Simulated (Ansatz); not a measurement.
# Preparing MgH2 (P4_2/mnm) as a host crystal, part 4 of 4

Aim: the runs on the perfect crystal MgH2 (P4_2/mnm) that a defect calculation needs first.

Ansatz 0.2.0; plane-wave PAW DFT, PBE; relaxation of the host's cell and atoms (the session's first sound run).

So far: Set-up; Host cell relaxation; Defect free supercell relaxed in its symmetry; Defect free supercell relaxed from displaced atoms; Host on a dense mesh; Defect free supercell at the zone centre.

### 7. Defect free supercell at the quarter point

Level of this step: plane-wave PAW DFT, PBE; single point of the defect-free host, a test of the k-point sampling (Ansatz).

The supercell is run at one point off the zone centre, to see how far that sampling misses the dense mesh.

File pristine.sampling_quarter/input.yaml:

```yaml
crystal:
  lattice:
    - [9.0324926351, 0.0, 0.0]
    - [0.0, 9.0324926351, 0.0]
    - [0.0, 0.0, 9.0391416754]
  atoms:
    - { symbol: Mg, position: [0.25, 0.25, 0.1666666667] }
    - { symbol: Mg, position: [0.0, 0.0, 0.0] }
    - { symbol: H, position: [0.3478282766, 0.3478282766, 0.0] }
    - { symbol: H, position: [0.4021717234, 0.0978282766, 0.1666666667] }
    - { symbol: H, position: [0.1521717234, 0.1521717234, 0.0] }
    - { symbol: H, position: [0.0978282766, 0.4021717234, 0.1666666667] }
    - { symbol: Mg, position: [0.25, 0.25, 0.5] }
    - { symbol: Mg, position: [0.0, 0.0, 0.3333333333] }
    - { symbol: H, position: [0.3478282766, 0.3478282766, 0.3333333333] }
    - { symbol: H, position: [0.4021717234, 0.0978282766, 0.5] }
    - { symbol: H, position: [0.1521717234, 0.1521717234, 0.3333333333] }
    - { symbol: H, position: [0.0978282766, 0.4021717234, 0.5] }
    - { symbol: Mg, position: [0.25, 0.25, 0.8333333333] }
    - { symbol: Mg, position: [0.0, 0.0, 0.6666666667] }
    - { symbol: H, position: [0.3478282766, 0.3478282766, 0.6666666667] }
    - { symbol: H, position: [0.4021717234, 0.0978282766, 0.8333333333] }
    - { symbol: H, position: [0.1521717234, 0.1521717234, 0.6666666667] }
    - { symbol: H, position: [0.0978282766, 0.4021717234, 0.8333333333] }
    - { symbol: Mg, position: [0.25, 0.75, 0.1666666667] }
    - { symbol: Mg, position: [0.0, 0.5, 0.0] }
    - { symbol: H, position: [0.3478282766, 0.8478282766, 0.0] }
    - { symbol: H, position: [0.4021717234, 0.5978282766, 0.1666666667] }
    - { symbol: H, position: [0.1521717234, 0.6521717234, 0.0] }
    - { symbol: H, position: [0.0978282766, 0.9021717234, 0.1666666667] }
    - { symbol: Mg, position: [0.25, 0.75, 0.5] }
    - { symbol: Mg, position: [0.0, 0.5, 0.3333333333] }
    - { symbol: H, position: [0.3478282766, 0.8478282766, 0.3333333333] }
    - { symbol: H, position: [0.4021717234, 0.5978282766, 0.5] }
    - { symbol: H, position: [0.1521717234, 0.6521717234, 0.3333333333] }
    - { symbol: H, position: [0.0978282766, 0.9021717234, 0.5] }
    - { symbol: Mg, position: [0.25, 0.75, 0.8333333333] }
    - { symbol: Mg, position: [0.0, 0.5, 0.6666666667] }
    - { symbol: H, position: [0.3478282766, 0.8478282766, 0.6666666667] }
    - { symbol: H, position: [0.4021717234, 0.5978282766, 0.8333333333] }
    - { symbol: H, position: [0.1521717234, 0.6521717234, 0.6666666667] }
    - { symbol: H, position: [0.0978282766, 0.9021717234, 0.8333333333] }
    - { symbol: Mg, position: [0.75, 0.25, 0.1666666667] }
    - { symbol: Mg, position: [0.5, 0.0, 0.0] }
    - { symbol: H, position: [0.8478282766, 0.3478282766, 0.0] }
    - { symbol: H, position: [0.9021717234, 0.0978282766, 0.1666666667] }
    - { symbol: H, position: [0.6521717234, 0.1521717234, 0.0] }
    - { symbol: H, position: [0.5978282766, 0.4021717234, 0.1666666667] }
    - { symbol: Mg, position: [0.75, 0.25, 0.5] }
    - { symbol: Mg, position: [0.5, 0.0, 0.3333333333] }
    - { symbol: H, position: [0.8478282766, 0.3478282766, 0.3333333333] }
    - { symbol: H, position: [0.9021717234, 0.0978282766, 0.5] }
    - { symbol: H, position: [0.6521717234, 0.1521717234, 0.3333333333] }
    - { symbol: H, position: [0.5978282766, 0.4021717234, 0.5] }
    - { symbol: Mg, position: [0.75, 0.25, 0.8333333333] }
    - { symbol: Mg, position: [0.5, 0.0, 0.6666666667] }
    - { symbol: H, position: [0.8478282766, 0.3478282766, 0.6666666667] }
    - { symbol: H, position: [0.9021717234, 0.0978282766, 0.8333333333] }
    - { symbol: H, position: [0.6521717234, 0.1521717234, 0.6666666667] }
    - { symbol: H, position: [0.5978282766, 0.4021717234, 0.8333333333] }
    - { symbol: Mg, position: [0.75, 0.75, 0.1666666667] }
    - { symbol: Mg, position: [0.5, 0.5, 0.0] }
    - { symbol: H, position: [0.8478282766, 0.8478282766, 0.0] }
    - { symbol: H, position: [0.9021717234, 0.5978282766, 0.1666666667] }
    - { symbol: H, position: [0.6521717234, 0.6521717234, 0.0] }
    - { symbol: H, position: [0.5978282766, 0.9021717234, 0.1666666667] }
    - { symbol: Mg, position: [0.75, 0.75, 0.5] }
    - { symbol: Mg, position: [0.5, 0.5, 0.3333333333] }
    - { symbol: H, position: [0.8478282766, 0.8478282766, 0.3333333333] }
    - { symbol: H, position: [0.9021717234, 0.5978282766, 0.5] }
    - { symbol: H, position: [0.6521717234, 0.6521717234, 0.3333333333] }
    - { symbol: H, position: [0.5978282766, 0.9021717234, 0.5] }
    - { symbol: Mg, position: [0.75, 0.75, 0.8333333333] }
    - { symbol: Mg, position: [0.5, 0.5, 0.6666666667] }
    - { symbol: H, position: [0.8478282766, 0.8478282766, 0.6666666667] }
    - { symbol: H, position: [0.9021717234, 0.5978282766, 0.8333333333] }
    - { symbol: H, position: [0.6521717234, 0.6521717234, 0.6666666667] }
    - { symbol: H, position: [0.5978282766, 0.9021717234, 0.8333333333] }
basis:
  ecutwfc: 420
  xc_grid: 2
hamiltonian:
  xc: pbe
kpoints:
  mp_grid: { grid: [1, 1, 1], shift: [0.25, 0.25, 0.25] }
scf:
  occupations: { method: fermi_dirac, width: 0.01 }
  max_iter: 100
  lower_state_search: "off"
checkpoint:
  write: "../pristine.sampling_quarter.run"
  compress: false
  write_wavefunctions: false
  write_every: 100000
```

Run with:

```bash
$ ansatz run input.yaml --threads 8 --pin off --max-ram 17899MiB --backend cpu --events-out ev --progress --plain --runs-dir out
```

Numbers of over 12 decimals in the logs are rounded to 6 here.

The program printed:

```text
[...]
Crystal: 72 atoms, lattice volume = 737.467 Å³
Basis set: ecut = 420 eV, 14371 PW (Γ), exchange–correlation on 128×128×128 points (8 copies of the dense FFT grid, shifted against one another)
Bands: 216, of which v1, the nominal top of the filled ones, is band 144 counted from 1 (143 counted from 0)
Symmetry: 48 space group operations
k-points: 1
[...]
SCF iter   1: F=—  HF=-46946.235184 eV  |F-HF|=—  |Δ(HF+E_count)|=         —  Δρ=4.18e-4  dr2=6.30e-4  ethr=1.77e-3  ⟨swp⟩=6.0  Hψ=979  notcnv=0  defer=29
[...]
SCF iter   6: F=-46946.237586 eV  HF=-46946.237586 eV  |F-HF|=4.02e-9  |Δ(HF+E_count)|=   7.25e-8  Δρ=2.38e-6  dr2=1.91e-8  ethr=3.47e-11  ⟨swp⟩=2.0  Hψ=314  notcnv=0
SCF 1 converged in 6 iterations: F = -46946.237586 eV  dr2 = 1.91e-8
[...]
SCF converged after 6 iterations
Free energy (F): -46946.237586 eV
[...]
Internal energy: -46946.237586 eV  (E = F + TS)
E sigma→0 (E₀):  -46946.237586 eV
Fermi energy:    3.769077 eV
[...]
```

Run time: 1.1 s. Hardware: 8 threads of Intel Xeon 6975P-C (Granite Rapids), shared host; peak memory 1.1 GiB.

### 8. Summary of results

```
primitive cell vectors, lengths                                      : 4.516, 4.516, 3.013 Å
supercell relaxed in its symmetry less the displaced and relaxed one : 0.000 eV
energy an atom at the zone centre alone less that on the dense mesh  : 0.015 eV
energy an atom at one point at (¼, ¼, ¼) less that on the dense mesh : 0.000 eV
```

In words: Step 2: The cell grew by 2.5 % in volume. Step 4: The energy fell by 0.594 eV from the randomly displaced start; against the sites as typed, H9 ends farthest off, by 0.01 Å, once the mean shift is taken out. The displaced cell ends within 0.01 eV of the symmetric one relaxed in its symmetry, so no lower structure shows in this supercell. All at zero temperature.

[Logs are printed without paths, hosts, clocks, repeated set-up lines and the standing remarks that a program may print on its own settings, such as how far it seeks lower states.]

[Hosts, paths, dates, database ids (printed as entryN), source tags and the programs' standing remarks are cut or masked in the printed files.]

[Runs of the host that timed out are not shown.]

[For some hosts the program warned that the k-mesh of the response run may be too coarse for force constants and the static dielectric constant; such warnings are not always shown.]
